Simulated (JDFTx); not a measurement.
# Ti (P6/mmm) in JDFTx: convergence with energy threshold

Aim: find how far energy threshold must go before the results for Ti settle, at BLYP. This setting moves, with any that are tied to it; all else stays.

Everything below comes from runs of JDFTx 1.7.0 (patched build). Logs are shortened: lines on timing, memory, paths and dates and some standing lists are left out, and cuts for length are marked. The log counts tension as positive stress, the text compression.

## 1. Starting point

It takes space group P6/mmm (No. 191, hexagonal). The conventional cell has a = 4.567 Å, b = 4.567 Å, c = 2.826 Å, α = 90.00°, β = 90.00°, γ = 120.00°. Ti (site symmetry -6m2) is surrounded by 11 Ti at 2.64 to 2.99 Å. Around Ti (site symmetry 6/mmm) lie 14 Ti at 2.83 to 2.99 Å.

This isn't the form of Ti at room conditions, which is hcp.

## 2. With energy threshold 0.001 Ha

File Ti.in:

```
lattice \
    8.6310875383    -4.3155437692     0.0000000000 \
    0.0000000000     7.4747410705     0.0000000000 \
    0.0000000000     0.0000000000     5.3408276316
coords-type Cartesian
ion Ti     4.3155437696     2.4915803566     2.6704138158 1
ion Ti    -0.0000000004     4.9831607139     2.6704138158 1
ion Ti     0.0000000000     0.0000000000     0.0000000000 1

ion-species pseudo/Ti.upf
elec-cutoff 42 336
elec-ex-corr gga-x-b88 gga-c-lyp
kpoint-folding 7 7 9
elec-smearing Fermi 0.0018374661
elec-n-bands 25
electronic-SCF nIterations 100 energyDiffThreshold 0.001
electronic-minimize nIterations 30 energyDiffThreshold 1e-7
forces-output-coords Cartesian

dump-name run.$VAR
dump End Ecomponents EigStats BandEigs Kpoints Forces Stress
```

Potentials or basis: PseudoDojo-SR-PBE-0.5-standard with smoothed tails.

Launch:

```console
$ jdftx -c 1 -i Ti.in -o Ti.out
```

Standard output:

```text
*************** JDFTx 1.7.0 (patched build) ***************

Input parsed successfully to the following command list (including defaults):
[... the input with its defaults ...]

---------- Setting up symmetries ----------

Found 24 point-group symmetries of the bravais lattice
Found 24 space-group symmetries with basis
Applied RMS atom displacement 3.90631e-10 bohrs to make symmetries exact.

---------- Initializing the Grid ----------
R =
[      8.63109     -4.31554            0  ]
[            0      7.47474            0  ]
[            0            0      5.34083  ]
unit cell volume = 344.564
G =
[   0.727971   0.420295         -0  ]
[          0   0.840589          0  ]
[          0         -0    1.17644  ]
Minimum fftbox size, Smin = [  72  72  48  ]
Chosen fftbox size, S = [  72  72  48  ]

---------- Initializing tighter grid for wavefunction operations ----------
R =
[      8.63109     -4.31554            0  ]
[            0      7.47474            0  ]
[            0            0      5.34083  ]
unit cell volume = 344.564
G =
[   0.727971   0.420295         -0  ]
[          0   0.840589          0  ]
[          0         -0    1.17644  ]
Minimum fftbox size, Smin = [  52  52  32  ]
Chosen fftbox size, S = [  54  54  32  ]

---------- Exchange Correlation functional ----------
Initialized LibXC exchange functional 'Becke 88'
Initialized LibXC correlation functional 'Lee, Yang & Parr'

---------- Setting up pseudopotentials ----------
Width of ionic core gaussian charges (only for fluid interactions / plotting) set to 0

Reading pseudopotential file 'pseudo/Ti.upf':
  'Ti' pseudopotential, 'PBE' functional
  Generated using ONCVPSP code by D. R. Hamann
  12 valence electrons, 4 orbitals, 6 projectors, 1001 radial grid points, with lMax = 2
    3S    l: 0   occupation:  2.0   eigenvalue: -2.301740
    3P    l: 1   occupation:  6.0   eigenvalue: -1.428110
    3D    l: 2   occupation:  2.0   eigenvalue: -0.156511
    4S    l: 0   occupation:  2.0   eigenvalue: -0.164159
  Core radius for overlap checks: 1.61 bohrs.

Initialized 1 species with 3 total atoms.

Folded 1 k-points by 7x7x9 to 441 k-points.

---------- Setting up k-points, bands, fillings ----------
Reduced to 40 k-points under symmetry.
Computing the number of bands and number of electrons
Calculating initial fillings.
nElectrons:  36.000000   nBands: 25   nStates: 40

----- Setting up reduced wavefunction bases (one per k-point) -----
average nbasis = 4479.340 , ideal nbasis = 4479.589

---------- Setting up ewald sum ----------
Optimum gaussian width for ewald sums = 2.328877 bohr.
Real space sum over 1053 unit cells with max indices [  4  4  6  ]
Reciprocal space sum over 2475 terms with max indices [  7  7  5  ]

---------- Allocating electronic variables ----------
Initializing wave functions:  linear combination of atomic orbitals
Ti pseudo-atom occupations:   s ( 2 2 )  p ( 6 )  d ( 2 )
	FillingsUpdate:  mu: +0.515902207  nElectrons: 36.000000
LCAOMinimize: Iter:   0  F: -174.4823330042020473  |grad|_K:  7.442e-03  alpha:  1.000e+00
	FillingsUpdate:  mu: +0.553193334  nElectrons: 36.000000
LCAOMinimize: Iter:   1  F: -174.5134951285256761  |grad|_K:  6.425e-03  alpha:  1.014e-01  linmin:  2.648e-01  cgtest: -8.549e-01
LCAOMinimize: 	Bad step direction: g.d > 0.
[... 19 lines of inner loops ...]
	FillingsUpdate:  mu: +0.577339314  nElectrons: 36.000000
LCAOMinimize: Iter:   8  F: -174.5595008424035086  |grad|_K:  1.034e-06  alpha:  1.540e-01  linmin:  3.059e-04  cgtest:  1.486e-01
LCAOMinimize: Encountered beta<0, resetting CG.
LCAOMinimize: Converged (|Delta F|<1.000000e-06 for 2 iters).

-------- Electronic minimization -----------
Will mix electronic density at each iteration.
	FillingsUpdate:  mu: +0.577339314  nElectrons: 36.000000
	FillingsUpdate:  mu: +0.557716139  nElectrons: 36.000000
SCF: Cycle:  0   F: -174.649656804177198   dF: -9.016e-02   |Residual|: 2.580e-01   |deigs|: 1.300e-02
	FillingsUpdate:  mu: +0.528156122  nElectrons: 36.000000
SCF: Cycle:  1   F: -174.688436463306800   dF: -3.878e-02   |Residual|: 1.044e-01   |deigs|: 4.844e-02
	FillingsUpdate:  mu: +0.514170000  nElectrons: 36.000000
SCF: Cycle:  2   F: -174.475432335591222   dF: +2.130e-01   |Residual|: 2.349e-01   |deigs|: 2.421e-02
	FillingsUpdate:  mu: +0.515912271  nElectrons: 36.000000
SCF: Cycle:  3   F: -174.713590235148445   dF: -2.382e-01   |Residual|: 3.801e-02   |deigs|: 1.448e-02
	FillingsUpdate:  mu: +0.521671950  nElectrons: 36.000000
SCF: Cycle:  4   F: -174.714919761750224   dF: -1.330e-03   |Residual|: 2.608e-02   |deigs|: 1.044e-02
	FillingsUpdate:  mu: +0.518082814  nElectrons: 36.000000
SCF: Cycle:  5   F: -174.715690643362478   dF: -7.709e-04   |Residual|: 4.513e-03   |deigs|: 5.993e-03
	FillingsUpdate:  mu: +0.517858524  nElectrons: 36.000000
SCF: Cycle:  6   F: -174.715745061272742   dF: -5.442e-05   |Residual|: 1.477e-03   |deigs|: 4.094e-04
SCF: Converged (|Delta E|<1.000000e-03 for 2 iters).

WARNING: filled levels still moved by 4.4e-04 Eh in the last cycle and may be farther than that from their end: converge the SCF further.
Setting wave functions to eigenvectors of Hamiltonian

# Stress tensor in Cartesian coordinates [Eh/a0^3]:
[ -0.000128165            0            0  ]
[            0 -0.000128165            0  ]
[            0            0 -0.000135758  ]

# Ionic positions in cartesian coordinates:
ion Ti   4.315543769166666   2.491580356833334   2.670413815799999 1
ion Ti  -0.000000000000000   4.983160713666668   2.670413815799999 1
ion Ti   0.000000000033333   0.000000000000000  -0.000000000000000 1

# Forces in Cartesian coordinates:
force Ti   0.000000000000000   0.000000000000000   0.000000000000000 1
force Ti  -0.000000000000000  -0.000000000000000   0.000000000000000 1
force Ti  -0.000000000000000  -0.000000000000000   0.000000000000000 1

# Energy components:
   Eewald =     -128.1122547364509785
       EH =       36.2562020652865158
     Eloc =     -132.4138373667286146
      Enl =        1.6612877868032874
      Exc =      -25.9835098873936907
 Exc_core =        3.1060198551006981
       KE =       70.7712289496141409
-------------------------------------
     Etot =     -174.7148633337686476
       TS =        0.0008817275040830
-------------------------------------
        F =     -174.7157450612727416

IonicMinimize: Iter:   0  F: -174.715745061272742  |grad|_K:        nan
IonicMinimize: None of the convergence criteria satisfied after 0 iterations.

#--- Lowdin population analysis ---
# oxidation-state Ti +0.056 +0.056 +0.239

Dumping 'run.eigStats' ...
	eMin: -1.571305 at state 0 ( [ +0.000000 +0.000000 +0.000000 ] spin 0 )
	HOMO: +0.517519 at state 33 ( [ +0.142857 +0.428571 +0.333333 ] spin 0 )
	mu  : +0.517859
	LUMO: +0.517968 at state 11 ( [ +0.000000 +0.285714 +0.111111 ] spin 0 )
	eMax: +0.644592 at state 4 ( [ +0.000000 +0.000000 +0.444444 ] spin 0 )
	HOMO-LUMO gap: +0.000449
	Optical gap  : +0.007526 at state 16 ( [ +0.000000 +0.428571 +0.111111 ] spin 0 )
Done!
```

Run time: 2.8 min. Hardware: 1 thread of Arm Neoverse V1, shared host; peak memory 0.31 GiB.

What came out:

```
Free energy            : -4754.2576 eV
Pressure               : 3.8 GPa
Band gap on the k mesh : none (metal or under the smearing width)
```

## 3. With energy threshold 0.0001 Ha

Changes to Ti.in since step 2:

```diff
@@ -15,3 +15,3 @@
 elec-n-bands 25
-electronic-SCF nIterations 100 energyDiffThreshold 0.001
+electronic-SCF nIterations 100 energyDiffThreshold 0.0001
 electronic-minimize nIterations 30 energyDiffThreshold 1e-7
```

Potentials or basis: PseudoDojo-SR-PBE-0.5-standard with smoothed tails.

Launch:

```console
$ jdftx -c 1 -i Ti.in -o Ti.out
```

Wall time 3 min (1 thread of Arm Neoverse V1, shared host); peak memory 0.31 GiB.

What came out:

| Quantity | Value |
| --- | --- |
| Free energy | -4754.2581 eV |
| Pressure | 3.8 GPa |
| Band gap on the k mesh | none (metal or under the smearing width) |

## 4. With energy threshold 1e-05 Ha

Changes to Ti.in since step 3:

```diff
@@ -15,3 +15,3 @@
 elec-n-bands 25
-electronic-SCF nIterations 100 energyDiffThreshold 0.0001
+electronic-SCF nIterations 100 energyDiffThreshold 1e-05
 electronic-minimize nIterations 30 energyDiffThreshold 1e-7
```

Launch:

```console
$ jdftx -c 1 -i Ti.in -o Ti.out
```

Wall time 3.5 min (1 thread of Arm Neoverse V1, shared host); peak memory 0.32 GiB.

Results:

```yaml
Free_energy: -4754.2587 eV
Pressure: 3.7 GPa
Band_gap_on_the_k_mesh: none (metal or under the smearing width)
```

## 5. With energy threshold 1e-06 Ha

Changes to Ti.in since step 4:

```diff
@@ -15,3 +15,3 @@
 elec-n-bands 25
-electronic-SCF nIterations 100 energyDiffThreshold 1e-05
+electronic-SCF nIterations 100 energyDiffThreshold 1e-06
 electronic-minimize nIterations 30 energyDiffThreshold 1e-7
```

Launch:

```console
$ jdftx -c 1 -i Ti.in -o Ti.out
```

Run time: 5.5 min. Hardware: 1 thread of Arm Neoverse V1, shared host; peak memory 0.32 GiB.

Results:

```
Free energy            : -4754.2592 eV
Pressure               : 3.5 GPa
Band gap on the k mesh : none (metal or under the smearing width)
```

## 6. With energy threshold 1e-07 Ha

Changes to Ti.in since step 5:

```diff
@@ -15,3 +15,3 @@
 elec-n-bands 25
-electronic-SCF nIterations 100 energyDiffThreshold 1e-06
+electronic-SCF nIterations 100 energyDiffThreshold 1e-07
 electronic-minimize nIterations 30 energyDiffThreshold 1e-7
```

Potentials or basis: PseudoDojo-SR-PBE-0.5-standard with smoothed tails.

Launch:

```console
$ jdftx -c 1 -i Ti.in -o Ti.out
```

Wall time 6.1 min (1 thread of Arm Neoverse V1, shared host); peak memory 0.31 GiB.

The run converged. Its results:

- Free energy: -4754.2592 eV
- Pressure: 3.5 GPa
- Band gap on the k mesh: none (metal or under the smearing width)

## 7. With energy threshold 1e-08 Ha

Changes to Ti.in since step 6:

```diff
@@ -15,3 +15,3 @@
 elec-n-bands 25
-electronic-SCF nIterations 100 energyDiffThreshold 1e-07
+electronic-SCF nIterations 100 energyDiffThreshold 1e-08
 electronic-minimize nIterations 30 energyDiffThreshold 1e-7
```

Launch:

```console
$ jdftx -c 1 -i Ti.in -o Ti.out
```

Run time: 8.1 min. Hardware: 1 thread of Arm Neoverse V1, shared host; peak memory 0.32 GiB.

It converged, with:

- Free energy: -4754.2592 eV
- Pressure: 3.5 GPa
- Band gap on the k mesh: none (metal or under the smearing width)

## 8. With energy threshold 1e-10 Ha

Changes to Ti.in since step 7:

```diff
@@ -15,3 +15,3 @@
 elec-n-bands 25
-electronic-SCF nIterations 100 energyDiffThreshold 1e-08
+electronic-SCF nIterations 100 energyDiffThreshold 1e-10
 electronic-minimize nIterations 30 energyDiffThreshold 1e-7
```

Launch:

```console
$ jdftx -c 1 -i Ti.in -o Ti.out
```

Run time: 10 min. Hardware: 1 thread of Arm Neoverse V1, shared host; peak memory 0.31 GiB.

The run converged. Its results:

```
Free energy            : -4754.2592 eV
Pressure               : 3.5 GPa
Band gap on the k mesh : none (metal or under the smearing width)
```

## 9. The series at a glance

| energy threshold | energy less the tightest run, at zero smearing (meV/atom) | pressure (GPa) | SCF cycles | CPU time (s) | peak memory (GiB) |
| --- | --- | --- | --- | --- | --- |
| 0.001 Ha | 0.49 | 3.85 | 7 | 170 | 0.31 |
| 0.0001 Ha | 0.37 | 3.81 | 8 | 180 | 0.31 |
| 1e-05 Ha | 0.15 | 3.67 | 11 | 210 | 0.32 |
| 1e-06 Ha | 0.01 | 3.48 | 25 | 330 | 0.32 |
| 1e-07 Ha | 0.00 | 3.52 | 29 | 370 | 0.31 |
| 1e-08 Ha | 0.00 | 3.51 | 41 | 480 | 0.32 |
| 1e-10 Ha | 0.00 | 3.51 | 55 | 610 | 0.31 |

Against the tightest run, the energy stays within 1 meV/atom from 0.001 Ha on; the pressure stays within 0.1 GPa from 1e-06 Ha on. The tightest run that finished is the yardstick and may itself not be fully converged.

Caveats: the potentials were made for another functional, which shifts forces and pressure.
